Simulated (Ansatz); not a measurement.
# Which state of V₃Si comes out lowest in this cell?

We look at V₃Si: an experimental structure (space group Pm-3n), with 8 atoms per cell. Source: COD entry 4031774, which need not be the ambient phase.

```xyz
8
Lattice="4.7380 0.0000 0.0000 0.0000 4.7380 0.0000 0.0000 0.0000 4.7380" Properties=species:S:1:pos:R:3 pbc="T T T"
Si    0.0000    0.0000    0.0000
Si    2.3690    2.3690    2.3690
V     1.1845    0.0000    2.3690
V     2.3690    3.5535    0.0000
V     3.5535    0.0000    2.3690
V     2.3690    1.1845    0.0000
V     0.0000    2.3690    3.5535
V     0.0000    2.3690    1.1845
```

Numbers behind element symbols give the atom's place in this list.

Level of theory: Ansatz, DFT, PBE, PAW, plane waves, scalar-relativistic.

- Plane-wave cutoff: 420 eV
- k-point mesh: 5×5×5 (Γ-centred)
- Occupations: Fermi–Dirac smearing, 0.05 eV

“Lowest” means lowest among the runs made in this cell.

Q: The cell was converged 5 times from various starts and settings. Describe the lowest state found.

A: Non-magnetic, no gap on the k-mesh.
